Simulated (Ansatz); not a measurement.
# fcc Cu(111) / fcc Pd(111) interface: specific resistance, part 2 of 3

Wanted: 2AR for the fcc Cu(111) / fcc Pd(111) interface, at several levels. Experiment: current-perpendicular-to-plane resistances of sputtered multilayers at 4.2 K give 2AR = 0.9 ± 0.1 fΩ m² (J. Bass, CPP magnetoresistance of magnetic multilayers: a critical review, arXiv:1511.07387 (2015), Table 10). Those interfaces are textured, rough and intermixed over some layers.

Ansatz 0.2.0; Ansatz plane-wave DFT, PBE, PAW files; ballistic transport by layer matching (Landauer), zero bias (the session's first sound run).

So far, transmission per spin nearest the Fermi level: step 2 (transmission: PBE) 0.517.

## 4. Transmission: PBE, coarse mesh, least span asked of the mesh across the current 40 Å

The same cell on a mesh a third as fine shows what a quick run would give. To save time only the energies from -0.06 to 0.06 eV are solved. The mesh is 18×18 and the cutoff, the files' own for this level, 420 eV.

This step: Ansatz plane-wave DFT, PBE, PAW files; ballistic transport by layer matching (Landauer), zero bias (Ansatz 0.2.0).

File input.yaml:

```yaml
crystal:
  lattice:
    - [2.6533333436, 0.0, 0.0]
    - [-1.3266666718, 2.2978540803, 0.0]
    - [0.0, 0.0, 39.1527780353]
  atoms:
    - { symbol: Cu, position: [0.0, 0.0, 0.0255409718] }
    - { symbol: Cu, position: [0.3333333333, 0.6666666667, 0.0750145878] }
    - { symbol: Cu, position: [0.6666666667, 0.3333333333, 0.1244882038] }
    - { symbol: Cu, position: [0.0, 0.0, 0.1739618197] }
    - { symbol: Cu, position: [0.3333333333, 0.6666666667, 0.2234354357] }
    - { symbol: Cu, position: [0.6666666667, 0.3333333333, 0.2729090517] }
    - { symbol: Cu, position: [0.0, 0.0, 0.3223826677] }
    - { symbol: Cu, position: [0.3333333333, 0.6666666667, 0.3718562837] }
    - { symbol: Cu, position: [0.6666666667, 0.3333333333, 0.4213298996] }
    - { symbol: Pd, position: [0.0, 0.0, 0.4768854552] }
    - { symbol: Pd, position: [0.3333333333, 0.6666666667, 0.5385229503] }
    - { symbol: Pd, position: [0.6666666667, 0.3333333333, 0.6001604455] }
    - { symbol: Pd, position: [0.0, 0.0, 0.6617979406] }
    - { symbol: Pd, position: [0.3333333333, 0.6666666667, 0.7234354357] }
    - { symbol: Pd, position: [0.6666666667, 0.3333333333, 0.7850729309] }
    - { symbol: Pd, position: [0.0, 0.0, 0.846710426] }
    - { symbol: Pd, position: [0.3333333333, 0.6666666667, 0.9083479211] }
    - { symbol: Pd, position: [0.6666666667, 0.3333333333, 0.9699854163] }
kpoints:
  mp_grid: { grid: [16, 16, 1] }
hamiltonian:
  xc: pbe
scf:
  occupations: { method: fermi_dirac, width: 0.1 }
output:
  transmission:
    leads: [[3, 4], [12, 13]]
    kmesh: [18, 18]
    e_range: [-0.06, 0.06]
    de: 0.04
  write_potential: true
  write_density: true
  volumetric_format: npy
```

Run with:

```
$ ansatz run input.yaml --threads 8 --pin off --max-ram 15360MiB --backend cpu --events-out ev --progress --plain --runs-dir out
```

Numbers of over 12 decimals in the logs are rounded to 6 here.

Log:

```text
[...]
Crystal: 18 atoms, lattice volume = 238.713 Å³
Basis set: ecut = 420 eV, 4769 PW (Γ)
Bands: 200, of which v1, the nominal top of the filled ones, is band 167 counted from 1 (166 counted from 0)
Symmetry: 12 space group operations
[...]
k-points: 30 of 256
[...]
SCF iter   1: F=—  HF=-122382.070832 eV  |F-HF|=—  |Δ(HF+E_count)|=         —  Δρ=2.12e-2  dr2=9.68e1  ethr=1.77e-3  ⟨swp⟩=5.4  Hψ=20873  notcnv=0  defer=296
[...]
SCF iter  13: F=-122381.758455 eV  HF=-122381.758455 eV  |F-HF|=9.18e-8  |Δ(HF+E_count)|=   8.73e-9  Δρ=1.36e-6  dr2=9.33e-8  ethr=3.00e-11  ⟨swp⟩=1.5  Hψ=11702  notcnv=0
SCF 1 converged in 13 iterations: F = -122381.758455 eV  dr2 = 9.33e-8
[...]
transmission: 132 of 1221 steps passed
transmission: 255 of 1221 steps passed
[...]
transmission: 1221 of 1221 steps passed
SCF converged after 13 iterations
Free energy (F): -122381.758455 eV
[...]
Internal energy: -122381.244809 eV  (E = F + TS)
E sigma→0 (E₀):  -122381.501632 eV
Entropy (-TS):   -0.513645 eV (-28.536 meV/atom)
Fermi energy:    18.527227 eV
[...]
--- Band table (eV; the first three rows and the last of 30) ---
  k-point 0: bands = [... 163 lower, 17.5135, 17.5135, 17.6063, 17.6063, 17.7412, 17.7412, 17.9092, 17.9092, ... 29 higher]
  k-point 1: bands = [... 163 lower, 17.4087, 17.4437, 17.4899, 17.5960, 17.6382, 17.6775, 17.7367, 17.9076, ... 29 higher]
  k-point 2: bands = [... 163 lower, 17.3244, 17.4145, 17.4684, 17.5528, 17.7127, 17.8418, 17.8953, 17.9360, ... 29 higher]
  k-point 29: bands = [... 163 lower, 20.3168, 20.7266, 21.2102, 21.5136, 21.6262, 21.8080, 21.9697, 22.3833, ... 29 higher]
--- Transmission ---
  basis      : 55 plane waves across, 33 finite elements along
  points     : 37, standing for a mesh of 18 x 18
[...]
channels       : 8.456790e-1 a spin
    conductance    : none, the energies end too early or step too widely for 300 K: set another output.transmission.e_range or a lower de, or, where they end at an eighth of basis.ecutwfc, a higher one
    slowest decay  : 0.1605 /Å at (0.3889, 0.1667)
[...]
channels       : 8.827160e-1 a spin
[...]
slowest decay  : 0.0736 /Å at (0.2222, 0.1667)
  junction   : crystal 0 to crystal 1, 9.02 to 26.42 Å
    transmission   : 5.251007e-1 a spin
[...]
```

It took 39 s on 8 threads of Arm Neoverse N1, shared host; peak memory 2.4 GiB; 4.9 min of CPU time.

The run finished; it serves as a test, and its numbers are not taken as the result.

## 5. Resistance: PBE, coarse mesh

This step: Ansatz plane-wave DFT, PBE, PAW files; ballistic transport by layer matching (Landauer), zero bias; specific resistance of one interface, 1/T less the mean of the leads' 1/N (Ansatz 0.2.0).

Numbers from this step:

```
area resistance                                           : 0.6280 fΩ m²
T over the leads' mean channel count                      : 0.5871
twice the interface resistance (2AR, or 2AR* for magnets) : 1.256 fΩ m²
```

Twice the interface resistance is 1.26 fΩ m² here, against 1.31 in the first run; 58.7 % of the two leads' mean channel count pass, 57.3 % before.

## 6. Transmission: LDA

The functional changes to LDA at the same atoms, which shifts d bands against the Fermi level. To save time only the energies from -0.06 to 0.06 eV are solved. The mesh is 54×54 and the cutoff, the files' own for this level, 420 eV.

This step: Ansatz plane-wave DFT, LDA, PAW files; ballistic transport by layer matching (Landauer), zero bias (Ansatz 0.2.0).

input.yaml, as its differences from that of step 4:

```diff
@@ -27,3 +27,3 @@
 hamiltonian:
-  xc: pbe
+  xc: lda
 scf:
@@ -33,3 +33,3 @@
     leads: [[3, 4], [12, 13]]
-    kmesh: [18, 18]
+    kmesh: [54, 54]
     e_range: [-0.06, 0.06]
```

Log:

```text
[...]
Crystal: 18 atoms, lattice volume = 238.713 Å³
Basis set: ecut = 420 eV, 4769 PW (Γ)
Bands: 200, of which v1, the nominal top of the filled ones, is band 167 counted from 1 (166 counted from 0)
Symmetry: 12 space group operations
[...]
k-points: 30 of 256
[...]
SCF iter   1: F=—  HF=-120602.693047 eV  |F-HF|=—  |Δ(HF+E_count)|=         —  Δρ=2.88e-2  dr2=1.58e2  ethr=1.77e-3  ⟨swp⟩=5.5  Hψ=21205  notcnv=0  defer=269
[...]
SCF iter  13: F=-120602.077755 eV  HF=-120602.077755 eV  |F-HF|=1.22e-8  |Δ(HF+E_count)|=   1.48e-8  Δρ=1.93e-6  dr2=1.56e-8  ethr=3.00e-11  ⟨swp⟩=7.4  Hψ=20635  notcnv=0
SCF 1 converged in 13 iterations: F = -120602.077755 eV  dr2 = 1.56e-8
[...]
transmission: 912 of 8943 steps passed
transmission: 1803 of 8943 steps passed
[...]
transmission: 8943 of 8943 steps passed
SCF converged after 13 iterations
Free energy (F): -120602.077755 eV
[...]
Internal energy: -120601.557972 eV  (E = F + TS)
E sigma→0 (E₀):  -120601.817863 eV
Entropy (-TS):   -0.519783 eV (-28.877 meV/atom)
Fermi energy:    18.127195 eV
[...]
--- Band table (eV; the first three rows and the last of 30) ---
  k-point 0: bands = [... 163 lower, 17.1247, 17.1247, 17.2185, 17.2185, 17.3546, 17.3546, 17.5238, 17.5238, ... 29 higher]
  k-point 1: bands = [... 163 lower, 17.0181, 17.0522, 17.1005, 17.2080, 17.2472, 17.2827, 17.3500, 17.5222, ... 29 higher]
  k-point 2: bands = [... 163 lower, 16.9199, 17.0233, 17.0717, 17.1636, 17.3255, 17.4434, 17.5097, 17.5308, ... 29 higher]
  k-point 29: bands = [... 163 lower, 19.9150, 20.3313, 20.8228, 21.1175, 21.2208, 21.4080, 21.5677, 21.9636, ... 29 higher]
--- Transmission ---
  basis      : 55 plane waves across, 33 finite elements along
  points     : 271, standing for a mesh of 54 x 54
[...]
channels       : 8.758573e-1 a spin
[...]
slowest decay  : 0.0573 /Å at (0.4074, 0.1481)
[...]
channels       : 9.314129e-1 a spin
[...]
slowest decay  : 0.0252 /Å at (0.2963, 0.0741)
  junction   : crystal 0 to crystal 1, 9.02 to 26.42 Å
    transmission   : 5.255065e-1 a spin
[...]
```

Elapsed: 72 s, on 8 threads; peak memory 2.4 GiB; 8.1 min of CPU time.

This step gave:

* free energy: -120602.0778 eV
* energy at zero smearing: -120601.8179 eV
* Fermi energy: 18.13 eV
* step of the lead's potential: 1 meV
* step of the upper lead's potential: 0.1 meV

Per spin. The transmission, zone mean by energy, zero at the Fermi level:

| energy (eV) | transmission, zone mean |
| --- | --- |
| -0.0600 | 0.540 |
| -0.0200 | 0.526 |
| 0.0200 | 0.518 |
| 0.0600 | 0.504 |

Over the solved energies the transmission per spin lies between 0.504 and 0.540, out of 0.878 channels of the lead on average (up to 0.880).

## 7. Resistance: LDA

This step: Ansatz plane-wave DFT, LDA, PAW files; ballistic transport by layer matching (Landauer), zero bias; specific resistance of one interface, 1/T less the mean of the leads' 1/N (Ansatz 0.2.0).

This step gave:

| Property | Result |
| --- | --- |
| area resistance | 0.6333 fΩ m² |
| T over the leads' mean channel count | 0.5796 |
| twice the interface resistance (2AR, or 2AR* for magnets) | 1.267 fΩ m² |

Twice the interface resistance is 1.27 fΩ m² here, against 1.31 in the first run; 58.0 % of the two leads' mean channel count pass, 57.3 % before.

## 8. Transmission: r2SCAN, cutoff 500 eV

The same with r2SCAN, the dearer rung. To save time only the energies from -0.06 to 0.06 eV are solved. The mesh is 54×54 and the cutoff, the files' own for this level, 500 eV.

This step: Ansatz plane-wave DFT, r2SCAN, PAW files; ballistic transport by layer matching (Landauer), zero bias (Ansatz 0.2.0).

input.yaml, as its differences from that of step 6:

```diff
@@ -27,3 +27,3 @@
 hamiltonian:
-  xc: lda
+  xc: r2scan
 scf:
```

Total energies of two functionals don't compare. The cutoff isn't typed and follows the default for these files.

Log:

```text
[...]
Crystal: 18 atoms, lattice volume = 238.713 Å³
Basis set: ecut = 500 eV, 6047 PW (Γ), exchange–correlation on 80×80×1152 points (64 copies of the dense FFT grid, shifted against one another)
Bands: 200, of which v1, the nominal top of the filled ones, is band 167 counted from 1 (166 counted from 0)
Symmetry: 12 space group operations
[...]
k-points: 30 of 256
[...]
SCF iter   1: F=—  HF=-122552.913341 eV  |F-HF|=—  |Δ(HF+E_count)|=         —  Δρ=4.23e-2  dr2=9.10e1  dr2_τ=1.12e-1  ethr=1.77e-3  ⟨swp⟩=5.4  Hψ=20931  notcnv=0  defer=292
[...]
SCF iter  18: F=-122552.465150 eV  HF=-122552.465150 eV  |F-HF|=4.81e-8  |Δ(HF+E_count)|=   2.87e-8  Δρ=3.71e-6  dr2=4.92e-8  dr2_τ=9.03e-10  ethr=3.00e-11  ⟨swp⟩=7.7  Hψ=24555  notcnv=0
SCF 1 converged in 18 iterations: F = -122552.465150 eV  dr2 = 4.92e-8
[...]
transmission: 852 of 8401 steps passed
transmission: 1688 of 8401 steps passed
[...]
transmission: 8401 of 8401 steps passed
SCF converged after 18 iterations
Free energy (F): -122552.465150 eV
[...]
Internal energy: -122551.988213 eV  (E = F + TS)
E sigma→0 (E₀):  -122552.226681 eV
Entropy (-TS):   -0.476936 eV (-26.496 meV/atom)
Fermi energy:    18.316593 eV
[...]
--- Band table (eV; the first three rows and the last of 30) ---
  k-point 0: bands = [... 163 lower, 17.2260, 17.2260, 17.3217, 17.3217, 17.4612, 17.4612, 17.6353, 17.6353, ... 29 higher]
  k-point 1: bands = [... 163 lower, 17.1532, 17.2022, 17.2228, 17.3110, 17.3667, 17.4209, 17.4562, 17.6334, ... 29 higher]
  k-point 2: bands = [... 163 lower, 17.0592, 17.1265, 17.1882, 17.2674, 17.4316, 17.5847, 17.6203, 17.7114, ... 29 higher]
  k-point 29: bands = [... 163 lower, 20.1961, 20.6142, 21.1089, 21.4409, 21.5736, 21.7553, 21.9219, 22.3865, ... 29 higher]
--- Transmission ---
  basis      : 61 plane waves across, 31 finite elements along
  points     : 271, standing for a mesh of 54 x 54
[...]
channels       : 8.799726e-1 a spin
[...]
slowest decay  : 0.1552 /Å at (0.3889, 0.1667)
[...]
channels       : 8.984911e-1 a spin
[...]
slowest decay  : 0.0335 /Å at (0.3889, 0.2037)
  junction   : crystal 0 to crystal 1, 9.02 to 26.42 Å
    transmission   : 4.956039e-1 a spin
[...]
```

Elapsed: 2 min, on 8 threads; peak memory 3.4 GiB.

Numbers from this step:

```
free energy                        : -122552.4651 eV
energy at zero smearing            : -122552.2267 eV
Fermi energy                       : 18.32 eV
step of the lead's potential       : 1.1 meV
step of the upper lead's potential : 0.5 meV
```

Per spin. Table of transmission, zone mean by energy, zero at the Fermi level:

```csv
energy (eV),"transmission, zone mean"
-0.0600,0.511
-0.0200,0.496
0.0200,0.486
0.0600,0.484
```

Over the solved energies the transmission per spin lies between 0.484 and 0.511, out of 0.880 channels of the lead on average (up to 0.884).

Between step 2 and this run (r2SCAN and cutoff 500 eV) the value for the transmission per spin nearest the Fermi level moves from 0.517 to 0.496 (-4 %).

## 9. Resistance: r2SCAN

This step: Ansatz plane-wave DFT, r2SCAN, PAW files; ballistic transport by layer matching (Landauer), zero bias; specific resistance of one interface, 1/T less the mean of the leads' 1/N (Ansatz 0.2.0).

Numbers from this step:

```
area resistance                                           : 0.7057 fΩ m²
T over the leads' mean channel count                      : 0.5569
twice the interface resistance (2AR, or 2AR* for magnets) : 1.411 fΩ m²
```

Twice the interface resistance is 1.41 fΩ m² here, against 1.31 in the first run; 55.7 % of the two leads' mean channel count pass, 57.3 % before.

## 10. Transmission: PBE on the lower metal's lattice, k-mesh 17×17×1, in plane spacing 2.5562 Å

The common lattice is now the lower metal's own, which puts all the misfit on the upper one. To save time only the energies from -0.06 to 0.06 eV are solved. The mesh is 56×56 and the cutoff, the files' own for this level, 420 eV.

This step: Ansatz plane-wave DFT, PBE, PAW files; ballistic transport by layer matching (Landauer), zero bias (Ansatz 0.2.0).

The cell differs from the one that the last finished run ended in (a 2.653 → 2.556 Å, b 2.653 → 2.556 Å, c 39.153 → 42.186 Å).

File input.yaml:

```yaml
crystal:
  lattice:
    - [2.5561627297, 0.0, 0.0]
    - [-1.2780813649, 2.2137018601, 0.0]
    - [0.0, 0.0, 42.1860841954]
  atoms:
    - { symbol: Cu, position: [0.0, 0.0, 0.0237044992] }
    - { symbol: Cu, position: [0.3333333333, 0.6666666667, 0.0731781152] }
    - { symbol: Cu, position: [0.6666666667, 0.3333333333, 0.1226517312] }
    - { symbol: Cu, position: [0.0, 0.0, 0.1721253472] }
    - { symbol: Cu, position: [0.3333333333, 0.6666666667, 0.2215989631] }
    - { symbol: Cu, position: [0.6666666667, 0.3333333333, 0.2710725791] }
    - { symbol: Cu, position: [0.0, 0.0, 0.3205461951] }
    - { symbol: Cu, position: [0.3333333333, 0.6666666667, 0.3700198111] }
    - { symbol: Cu, position: [0.6666666667, 0.3333333333, 0.419493427] }
    - { symbol: Pd, position: [0.0, 0.0, 0.4750489826] }
    - { symbol: Pd, position: [0.3333333333, 0.6666666667, 0.5366864777] }
    - { symbol: Pd, position: [0.6666666667, 0.3333333333, 0.5983239729] }
    - { symbol: Pd, position: [0.0, 0.0, 0.659961468] }
    - { symbol: Pd, position: [0.3333333333, 0.6666666667, 0.7215989631] }
    - { symbol: Pd, position: [0.6666666667, 0.3333333333, 0.7832364583] }
    - { symbol: Pd, position: [0.0, 0.0, 0.8448739534] }
    - { symbol: Pd, position: [0.3333333333, 0.6666666667, 0.9065114485] }
    - { symbol: Pd, position: [0.6666666667, 0.3333333333, 0.9681489437] }
kpoints:
  mp_grid: { grid: [17, 17, 1] }
hamiltonian:
  xc: pbe
scf:
  occupations: { method: fermi_dirac, width: 0.1 }
output:
  transmission:
    leads: [[3, 4], [12, 13]]
    kmesh: [56, 56]
    e_range: [-0.06, 0.06]
    de: 0.04
  write_potential: true
  write_density: true
  volumetric_format: npy
```

Log:

```text
[...]
Crystal: 18 atoms, lattice volume = 238.713 Å³
Basis set: ecut = 420 eV, 4767 PW (Γ)
Bands: 200, of which v1, the nominal top of the filled ones, is band 167 counted from 1 (166 counted from 0)
Symmetry: 12 space group operations
[...]
k-points: 33 of 289
[...]
SCF iter   1: F=—  HF=-122380.130084 eV  |F-HF|=—  |Δ(HF+E_count)|=         —  Δρ=1.22e-2  dr2=3.43e1  ethr=1.77e-3  ⟨swp⟩=5.1  Hψ=22726  notcnv=0  defer=403
[...]
SCF iter  12: F=-122380.009469 eV  HF=-122380.009469 eV  |F-HF|=6.05e-8  |Δ(HF+E_count)|=   4.16e-9  Δρ=1.99e-6  dr2=5.95e-8  ethr=3.00e-11  ⟨swp⟩=7.5  Hψ=21493  notcnv=0
SCF 1 converged in 12 iterations: F = -122380.009469 eV  dr2 = 5.95e-8
[...]
transmission: 996 of 9860 steps passed
transmission: 1980 of 9860 steps passed
[...]
transmission: 9860 of 9860 steps passed
SCF converged after 12 iterations
Free energy (F): -122380.009469 eV
[...]
Internal energy: -122379.564294 eV  (E = F + TS)
E sigma→0 (E₀):  -122379.786881 eV
Entropy (-TS):   -0.445175 eV (-24.732 meV/atom)
Fermi energy:    18.537337 eV
[...]
--- Band table (eV; the first three rows and the last of 33) ---
  k-point 0: bands = [... 163 lower, 17.8160, 17.8295, 17.8295, 17.8703, 17.8703, 17.9341, 17.9341, 18.0234, ... 29 higher]
  k-point 1: bands = [... 163 lower, 17.7574, 17.7642, 17.7869, 17.8166, 17.8364, 17.9082, 17.9442, 18.0042, ... 29 higher]
  k-point 2: bands = [... 163 lower, 17.6298, 17.6747, 17.7433, 17.7756, 17.8335, 17.8464, 17.9461, 18.0713, ... 29 higher]
  k-point 32: bands = [... 163 lower, 21.2568, 21.3477, 21.4873, 21.7375, 22.0368, 22.3685, 22.6837, 23.0420, ... 29 higher]
--- Transmission ---
  basis      : 55 plane waves across, 34 finite elements along
  points     : 290, standing for a mesh of 56 x 56
[...]
channels       : 8.007015e-1 a spin
[...]
slowest decay  : 0.0202 /Å at (0.0714, 0.0357)
[...]
channels       : 8.217474e-1 a spin
[...]
slowest decay  : 0.0417 /Å at (0.3929, 0.0179)
  junction   : crystal 0 to crystal 1, 9.69 to 28.44 Å
    transmission   : 4.803530e-1 a spin
[...]
```

Wall time 64 s (8 threads); peak memory 2.5 GiB.

This step gave:

| Quantity | Value |
| --- | --- |
| free energy | -122380.0095 eV |
| energy at zero smearing | -122379.7869 eV |
| Fermi energy | 18.54 eV |
| cell area | 5.659 Å² |
| step of the lead's potential | 8.1 meV |
| step of the upper lead's potential | 1.7 meV |

Per spin. Table of transmission, zone mean by energy, zero at the Fermi level:

```
energy (eV)  transmission, zone mean
    -0.0600                    0.492
    -0.0200                    0.480
     0.0200                    0.469
     0.0600                    0.460
```

Over the solved energies the transmission per spin lies between 0.460 and 0.492, out of 0.803 channels of the lead on average (up to 0.805).

## 11. Resistance: PBE on the lower metal's lattice

This step: Ansatz plane-wave DFT, PBE, PAW files; ballistic transport by layer matching (Landauer), zero bias; specific resistance of one interface, 1/T less the mean of the leads' 1/N (Ansatz 0.2.0).

Numbers from this step:

* area resistance: 0.6175 fΩ m²
* T over the leads' mean channel count: 0.5979
* twice the interface resistance (2AR, or 2AR* for magnets): 1.235 fΩ m²

Twice the interface resistance is 1.24 fΩ m² here, against 1.31 in the first run; 59.8 % of the two leads' mean channel count pass, 57.3 % before.

[end of part 2 of 3]

[Logs are printed without paths, hosts, clocks, repeated set-up lines and the standing remarks that a program may print on its own settings, such as how far it seeks lower states.]

[Hosts, paths, dates, database ids (printed as entryN), source tags and the programs' standing remarks are cut or masked in the printed files.]
